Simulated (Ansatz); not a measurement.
# Y on Nb(100): change of the work function, part 4 of 5

Aim: the work function of Nb(100) at several coverages of Y (top site), and the dipole that each adsorbate carries.

Ansatz 0.2.0; plane-wave DFT, PBE, Ansatz PAW.

So far, work function, upper face (eV): step 2 (the clean slab) 3.60; step 3 (the covered slab, coverage 0.25 ML) 2.96; step 4 (the covered slab, coverage 0.5 ML) 3.05; step 6 (the slab at 0.25 ML, atoms frozen) 2.96.

### Step 7. The substrate of the 0.25 ML cell alone

System of this step: Y/Nb(100), substrate alone, atoms held. The cell holds 20 atoms: 20 Nb. Its edges and angles: a = 6.600 Å, b = 6.600 Å, c = 28.154 Å, α = 90.0°, β = 90.0°, γ = 90.0°. Vacuum lies along c.

The second part, atoms unmoved.

File input.yaml:

```yaml
crystal:
  lattice:
    - [6.6, 0.0, 0.0]
    - [0.0, 6.6, 0.0]
    - [0.0, 0.0, 28.1541946091]
  atoms:
    - { symbol: Nb, position: [0.0, 0.0, 0.3196681747] }
    - { symbol: Nb, position: [0.25, 0.25, 0.3782740068] }
    - { symbol: Nb, position: [0.0, 0.0, 0.4360180924] }
    - { symbol: Nb, position: [0.2528663651, 0.2528663651, 0.4967805638] }
    - { symbol: Nb, position: [0.0, 0.0, 0.5446682506] }
    - { symbol: Nb, position: [0.0, 0.5, 0.3196681747] }
    - { symbol: Nb, position: [0.25, 0.75, 0.3782740068] }
    - { symbol: Nb, position: [0.0, 0.5, 0.4370378467] }
    - { symbol: Nb, position: [0.2528663651, 0.7471336349, 0.4967805638] }
    - { symbol: Nb, position: [0.0, 0.5, 0.5515773249] }
    - { symbol: Nb, position: [0.5, 0.0, 0.3196681747] }
    - { symbol: Nb, position: [0.75, 0.25, 0.3782740068] }
    - { symbol: Nb, position: [0.5, 0.0, 0.4370378467] }
    - { symbol: Nb, position: [0.7471336349, 0.2528663651, 0.4967805638] }
    - { symbol: Nb, position: [0.5, 0.0, 0.5515773249] }
    - { symbol: Nb, position: [0.5, 0.5, 0.3196681747] }
    - { symbol: Nb, position: [0.75, 0.75, 0.3782740068] }
    - { symbol: Nb, position: [0.5, 0.5, 0.4376719888] }
    - { symbol: Nb, position: [0.7471336349, 0.7471336349, 0.4967805638] }
    - { symbol: Nb, position: [0.5, 0.5, 0.5484193033] }
kpoints:
  mp_grid: { grid: [5, 5, 1] }
hamiltonian:
  xc: pbe
scf:
  occupations: { method: fermi_dirac, width: 0.1 }
  convergence: { dr2_threshold: 1.0e-08 }
efield:
  axis: 3
  dipole_correction: true
  ramp_position: 0.97
  ramp_width: 0.06
output:
  write_potential: true
  write_density: true
  volumetric_format: npy
```

The run is started by

```bash
> ansatz run input.yaml --threads 4 --pin off --max-ram 12288MiB --backend cpu --events-out ev --progress --plain --runs-dir out
```

Numbers of over 12 decimals in the logs are rounded to 6 here.

Output:

```text
[...]
Crystal: 20 atoms, lattice volume = 1226.397 Å³
Basis set: ecut = 420 eV, 23951 PW (Γ)
Bands: 156, of which v1, the nominal top of the filled ones, is band 130 counted from 1 (129 counted from 0)
Symmetry: 8 space group operations
[...]
k-points: 6 of 25
[...]
SCF iter   1: F=—  HF=-91032.982719 eV  |F-HF|=—  |Δ(HF+E_count)|=         —  Δρ=6.99e-3  dr2=8.06e0  ethr=1.77e-3  p=-0.023 e·Å  D=-3.40e-3 V/Å  ΔV_dip=0.10 eV  dr2_dipole=3.51e-2  V_vac-E_F(+/−)=4.07/3.97 eV  ⟨swp⟩=11.5  Hψ=4521  notcnv=0  defer=2
[...]
SCF iter  10: F=-91032.684405 eV  HF=-91032.684405 eV  |F-HF|=2.76e-10  |Δ(HF+E_count)|=   1.87e-8  Δρ=4.68e-7  dr2=8.61e-9  ethr=3.85e-12  p=0.031 e·Å  D=4.50e-3 V/Å  ΔV_dip=-0.13 eV  dr2_dipole=1.30e-10  V_vac-E_F(+/−)=3.60/3.72 eV  ⟨swp⟩=9.3  Hψ=3356  notcnv=0
SCF 1 converged in 10 iterations: F = -91032.684405 eV  dr2 = 8.61e-9
[...]
SCF converged after 10 iterations
Free energy (F): -91032.684405 eV
[...]
Internal energy: -91031.831497 eV  (E = F + TS)
E sigma→0 (E₀):  -91032.257951 eV
Entropy (-TS):   -0.852909 eV (-42.645 meV/atom)
Fermi energy:    2.820287 eV
Dipole field:    D = 0.004508 V/Å  (p = 0.030551 e·Å, saw-weighted, corrected)
Work function:   Φ+ = 3.5964 eV   Φ− = 3.7233 eV
[...]
--- Band table (eV; the first three rows and the last of 6) ---
  k-point 0: bands = [... 126 lower, 2.9793, 2.9793, 2.9923, 3.0263, 3.0263, 3.0948, 3.1830, 3.1830, ... 22 higher]
  k-point 1: bands = [... 126 lower, 2.7816, 2.7953, 2.8086, 2.8790, 2.9938, 3.0116, 3.2159, 3.2940, ... 22 higher]
  k-point 2: bands = [... 126 lower, 2.6220, 2.6827, 2.7893, 2.8134, 2.8258, 2.8669, 2.9173, 3.0446, ... 22 higher]
  k-point 5: bands = [... 126 lower, 2.0423, 2.1620, 2.2635, 2.3505, 2.3904, 2.5710, 3.0049, 3.0550, ... 22 higher]
```

The job ended after 32 s (4 threads of Intel Xeon Gold 6455B (Sapphire Rapids), shared host; peak memory 3.8 GiB; 2 min of CPU time).

Numbers from this step:

```yaml
energy_at_zero_smearing: -91032.2580 eV
work_function_upper_face: 3.596 eV
work_function_lower_face: 3.723 eV
dipole_along_the_normal: 0.03055 e·Å
step_between_the_vacuum_levels: -0.1269 eV
```

The work function of the upper face is 3.60 eV.

### Step 8. The adsorbate layer of the 0.25 ML cell alone

System of this step: Y/Nb(100), adsorbate layer alone, atoms held. The cell holds 1 atom: 1 Y. Its edges and angles: a = 6.600 Å, b = 6.600 Å, c = 28.154 Å, α = 90.0°, β = 90.0°, γ = 90.0°. Vacuum lies along c.

The third part; a free layer of atoms may carry a moment, so spin is on.

input.yaml, the sections that differ from step 7:

```yaml
crystal:
  lattice:
    - [6.6, 0.0, 0.0]
    - [0.0, 6.6, 0.0]
    - [0.0, 0.0, 28.1541946091]
  atoms:
    - { symbol: "Y", position: [0.0, 0.0, 0.6367808293], spin: 1.0 }
magnetization:
  spin_polarized: true
# kpoints, hamiltonian, scf, efield, output: as in step 7
```

Output:

```text
[...]
Crystal: 1 atoms, lattice volume = 1226.397 Å³
Basis set: ecut = 420 eV, 23951 PW (Γ)
Bands: 10, of which v1, the nominal top of the filled ones, is band 6 counted from 1 (5 counted from 0)
Symmetry: 8 space group operations
k-points: 6 of 25
[...]
Starting moments: Σ|m| = 1 μB on 1 of 1 site
[...]
SCF iter   1: F=—  HF=-3844.525912 eV  |F-HF|=—  |Δ(HF+E_count)|=         —  Δρ=3.63e-4 (↑3.63e-4 ↓1.50e-4)  dr2=3.97e-3  dr2_m=5.14e-4  M=0.980 μB ∫|m|=0.980 μB  β_m=1.00  ethr=3.27e-5  p=0.000 e·Å  D=1.05e-9 V/Å  ΔV_dip=-0.00 eV  dr2_dipole=8.77e-12  V_vac-E_F(+/−)=2.90/2.90 eV  ⟨swp⟩=2.7  Hψ=2156  notcnv=0
[...]
automatic band count: the SCF goes on with 14 bands, as 10 were too few: the levels above may hold too much charge
[...]
spin=Collinear: Resta preconditioning applied to the charge; magnetization (m = ρ↑ − ρ↓) channel mixes plain (no charge-response kernel on spin).
SCF iter   2: F=—  HF=-3844.527517 eV  |F-HF|=—  |Δ(HF+E_count)|=   1.61e-3  Δρ=3.88e-4 (↑3.88e-4 ↓1.07e-4)  dr2=2.68e-3  dr2_m=2.74e-4  M=0.981 μB ∫|m|=0.981 μB  β_m=1.00  ethr=3.27e-5  p=-0.000 e·Å  D=-3.17e-7 V/Å  ΔV_dip=0.00 eV  dr2_dipole=5.00e-13  V_vac-E_F(+/−)=2.92/2.92 eV  ⟨swp⟩=2.1  Hψ=245  notcnv=0  κ⁻¹=1.0e0(r=1)
[...]
density mixer auto → broyden: no gap read (density of states about μ 2.47 of a free-electron gas's, 38 screened modes)
SCF iter   3: F=—  HF=-3844.530486 eV  |F-HF|=—  |Δ(HF+E_count)|=   2.97e-3  Δρ=6.03e-4 (↑6.03e-4 ↓1.59e-4)  dr2=3.53e-3  dr2_m=5.71e-4  M=0.982 μB ∫|m|=0.982 μB  β_m=1.00  ethr=2.44e-5  p=-0.000 e·Å  D=-1.44e-7 V/Å  ΔV_dip=0.00 eV  dr2_dipole=9.66e-12  V_vac-E_F(+/−)=2.95/2.95 eV  ⟨swp⟩=2.5  Hψ=229  notcnv=0  κ⁻¹=1.0e0(r=1)
[...]
SCF iter  18: F=-3844.554298 eV  HF=-3844.554298 eV  |F-HF|=1.55e-9  |Δ(HF+E_count)|=   1.13e-8  Δρ=2.74e-7 (↑2.74e-7 ↓1.41e-7)  dr2=6.81e-10  dr2_m=2.70e-10  M=0.988 μB ∫|m|=0.992 μB  ethr=3.17e-11  p=-0.000 e·Å  D=-2.14e-6 V/Å  ΔV_dip=0.00 eV  dr2_dipole=1.24e-15  V_vac-E_F(+/−)=3.03/3.03 eV  ⟨swp⟩=3.9  Hψ=670  notcnv=0
SCF 1 converged in 18 iterations: F = -3844.554298 eV  dr2 = 6.81e-10
[...]
at 2 of the mixer's solves, the last at iteration 4, it left a direction of its history that read negative out of its fit and stepped the other way along it
[...]
this state was not tested for a lower state beside it, because the mixer in use, unlike msr1, does not test its closes by its own steps (another_mixer; see scf.mixing.algorithm and scf.lower_state_search)
SCF converged after 18 iterations
Magnetization: 0.9879 μB (5.9940 up, 5.0060 down)
Absolute magnetization: 0.9928 μB (∫|ρ↑−ρ↓|, with the PAW one-centre terms)
[...]
Per-site moments (μB) at R_I (Å): [(0.960699, 2.7225)]
Free energy (F): -3844.554298 eV
[...]
Internal energy: -3844.396854 eV  (E = F + TS)
E sigma→0 (E₀):  -3844.475576 eV
Entropy (-TS):   -0.157444 eV (-157.444 meV/atom)
Fermi energy:    -2.597531 eV
Dipole field:    D = -0.000002 V/Å  (p = -0.000014 e·Å, saw-weighted, corrected)
Work function:   Φ+ = 3.0276 eV   Φ− = 3.0275 eV
[...]
--- Band table (eV; the first three rows and the last of 12) ---
  k-point 0 ↑: bands = [... 2 lower, -27.7475, -27.7155, -4.1178, -2.6833, -2.6648, -2.1279, -2.1279, -2.1233, ... 4 higher]
  k-point 1 ↑: bands = [... 2 lower, -27.7475, -27.7155, -4.0345, -2.6653, -2.6343, -2.1713, -2.1498, -2.1248, ... 4 higher]
  k-point 2 ↑: bands = [... 2 lower, -27.7475, -27.7155, -3.8777, -2.6561, -2.5006, -2.2278, -2.1899, -2.1198, ... 4 higher]
  k-point 5 ↓: bands = [... 2 lower, -27.3313, -27.2242, -3.2627, -2.0926, -1.9656, -1.9602, -1.7100, -1.6051, ... 4 higher]
```

Wall time 11 s (4 threads); peak memory 1.3 GiB.

This step gave:

- energy at zero smearing: -3844.4756 eV
- total moment: 0.9879 μB
- site moments: 0.9607 μB
- work function, upper face: 3.028 eV
- dipole along the normal: -1.44e-5 e·Å

Site moment by atom:

```csv
atom,site moment (μB)
Y1,0.961
```

The free layer carries a moment of 1.0 μB a cell.

### Step 9. Where the charge went at 0.25 ML

This step: plane-wave DFT, PBE, Ansatz PAW; density difference on adsorption (Ansatz 0.2.0).

The densities of the parts are taken from that of the whole and averaged over planes; the first moment of what is left gives the step in the potential.

Numbers from this step:

| Quantity | Value |
| --- | --- |
| largest charge moved | 0.006892 e/Å² |
| potential step from the moved charge | -0.6293 eV |

The electron density difference oscillates, so the rows of the table below give means over windows of 1 Å about each position, cut where the curve ends. Its maxima inside the range that stand out by 2 % of the span (Å: e/Å³): 9.5: 4.7e-4, 12.8: 9.5e-4, 14.7: 0.00188, 16.9: 0.0125, 18.5: 0.00112. Its minima: 10.4: -3.4e-4, 14.1: -0.00272, 15.5: -0.00685, 17.9: -0.0106, 19.4: -0.00179.

Planar mean, whole system less its parts. The electron density difference by z; means over each step:

```csv
z (Å),electron density difference (e/Å³)
3,2.1e-7
4,1.3e-6
5,7.1e-6
6,2.7e-5
7,1.0e-5
8,-1.7e-4
9,9.7e-5
10,-1.1e-5
11,6.4e-6
12,9.2e-5
13,2.5e-4
14,-0.00128
15,-0.00193
16,2.6e-4
17,0.00934
18,-0.00488
19,-7.5e-4
20,-9.4e-4
21,-1.4e-4
22,-8.8e-6
23,5.6e-7
```

Planar mean, whole system less its parts. Electrons moved below z against z:

```csv
z (Å),electrons moved below z (e/Å²)
3,1.1e-7
4,7.2e-7
5,4.3e-6
6,2.1e-5
7,5.8e-5
8,-6.7e-5
9,-1.1e-4
10,7.8e-5
11,-9.7e-5
12,2.1e-5
13,4.6e-4
14,-6.3e-4
15,-5.5e-4
16,-0.00532
17,0.00413
18,0.00279
19,0.00181
20,3.8e-4
21,3.1e-5
22,-2.5e-7
```

(Part 4 of 5 ends here.)

[Logs are printed without paths, hosts, clocks, repeated set-up lines and the standing remarks that a program may print on its own settings, such as how far it seeks lower states.]

[Hosts, paths, dates, database ids (printed as entryN), source tags and the programs' standing remarks are cut or masked in the printed files.]

[Maps of the electrostatic potential energy from Ansatz leave out the sawtooth potential of an applied field or a dipole correction, so their vacuum need not be flat; planar profiles and work functions include it.]
